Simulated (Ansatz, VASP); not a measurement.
**NaH in VASP and in Ansatz**

Contents of INCAR:

```
SYSTEM = NaH
PREC = Accurate
ENCUT = 520
EDIFF = 1E-6
ISMEAR = 0
SIGMA = 0.1
LREAL = .FALSE.
LASPH = .TRUE.
NELM = 100
ALGO = Normal
ISIF = 2
LWAVE = .FALSE.
LCHARG = .FALSE.
GGA = PE
NBANDS = 11
```

KPOINTS

```
Automatic mesh
0
G
  6 6 6
  0 0 0
```

The input POSCAR:

```
NaH
1.0
    2.9906901900     -1.7132025700      0.0000000000
    2.9906901900      1.7132025700      0.0000000000
   -1.9682124300      0.0000000000      2.8350524500
Na H
1 1
Direct
    0.9403951700      0.9403951700      0.0018663100
    0.5596048300      0.5596048300      0.4981336900
```

Input for Ansatz:

```yaml
crystal:
  lattice:
    - [2.99069019, -1.71320257, 0.0]
    - [2.99069019, 1.71320257, 0.0]
    - [-1.96821243, 0.0, 2.83505245]
  atoms:
    - { symbol: Na, position: [0.94039517, 0.94039517, 0.00186631] }
    - { symbol: H, position: [0.55960483, 0.55960483, 0.49813369] }
basis:
  ecutwfc: 420
kpoints:
  mp_grid: { grid: [6, 6, 6] }
hamiltonian:
  xc: pbe
scf:
  occupations: { method: gaussian, width: 0.1 }
  lower_state_search: "off"
output:
  forces: true
  stress: true
  eigenvalues: true
```

Alike in both runs: task single point; functional PBE; k mesh 6 × 6 × 6; occupations gaussian, width 0.1 eV; no spin polarisation.

|  | VASP | Ansatz |
| --- | --- | --- |
| version | VASP 6.6.1 | Ansatz 0.2.0 |
| potentials or method | VASP PAW PBE potentials, release 64 (Na_pv, H) | scalar-relativistic, plane waves, PAW |
| plane-wave cutoff (eV) | 520 | 420 |
| valence electrons in the cell | 8 | 10 |

|  | VASP | Ansatz | Ansatz less VASP |
| --- | --- | --- | --- |
| gap on the k mesh at the Fermi level (eV) | 3.52 | 3.52 | +0.001 |
| least direct gap on the mesh (eV) | 4.32 | 4.32 | 0.000 |
| pressure (GPa) | 3.0 | 3.0 | 0.00 |
| largest component of the traceless stress (GPa) | 4.23 | 4.17 | -0.055 |
| rms of the force components (eV/Å) | 0.457 | 0.451 | -0.0053 |

Atom by atom the forces differ by 0.005 eV/Å (rms over components). The functional is the same, so the differences come from potentials, cutoffs and numerics. The two sets of potentials don't hold the same shells in valence.

A k mesh can miss the band edges. PBE gaps usually lie below the measured ones, often by a third to a half.
